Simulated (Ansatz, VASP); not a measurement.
LiCl in VASP and in Ansatz

POSCAR

```
LiCl
1.0
    0.0000000000      2.7330425439      2.7330425439
    2.7330425439      0.0000000000      2.7330425439
    2.7330425439      2.7330425439      0.0000000000
Li Cl
1 1
Direct
    0.0000000000      0.0000000000      0.0000000000
    0.2500000000      0.2500000000      0.2500000000
```

Contents of INCAR.step1:

```
SYSTEM = LiCl
PREC = Accurate ; ENCUT = 520
EDIFF = 1E-5 ; ISMEAR = 0
SIGMA = 0.01 ; LREAL = .False.
LASPH = .True. ; NELM = 80
ALGO = Normal ; ISIF = 2
LWAVE = .True. ; LCHARG = .False.
NBANDS = 12 ; GGA = PE
```

File INCAR.step2:

```
SYSTEM = LiCl
PREC = Accurate ; ENCUT = 520
EDIFF = 1E-7 ; ISMEAR = 0
SIGMA = 0.01 ; LREAL = .False.
LASPH = .True. ; NELM = 80
ALGO = Normal ; ISIF = 2
LWAVE = .False. ; LCHARG = .False.
GGA = PE ; LHFCALC = .True.
HFSCREEN = 0.2079 ; PRECFOCK = Normal
NBANDS = 12 ; ISTART = 1
```

The input KPOINTS:

```
Automatic mesh
0
Gamma
  4 4 4
  0 0 0
```

Input for Ansatz:

```yaml
crystal:
  lattice:
    - [0.0, 2.7330425439, 2.7330425439]
    - [2.7330425439, 0.0, 2.7330425439]
    - [2.7330425439, 2.7330425439, 0.0]
  atoms:
    - { symbol: Li, position: [0.0, 0.0, 0.0] }
    - { symbol: Cl, position: [0.25, 0.25, 0.25] }
kpoints:
  mp_grid: { grid: [4, 4, 4] }
hamiltonian:
  xc: hse06
scf:
  occupations: { method: fixed }
  n_extra_bands: 4
  exx: { q_mesh: [2, 2, 2] }
output:
  forces: true
  stress: true
  eigenvalues: true
```

Alike in both runs: task single point; functional HSE06; k mesh 4 × 4 × 4; no spin polarisation.

```csv
,VASP,Ansatz
version,VASP 6.6.1,Ansatz 0.2.0
potentials or method,"VASP PAW PBE potentials, release 64 (Li_sv, Cl)",plane waves
plane-wave cutoff (eV),520,420
occupations,"gaussian, width 0.01 eV",fixed
valence electrons in the cell,10,10
```

|  | VASP | Ansatz | Ansatz less VASP |
| --- | --- | --- | --- |
| gap on the k mesh at the Fermi level (eV) | 7.39 | 7.39 | 0.000 |

Ansatz warned: «exchange_mesh_not_taken_up».

Caveats: the k mesh is coarse (spacing up to 0.50 Å⁻¹), so the values aren't converged, least of all with exact exchange.
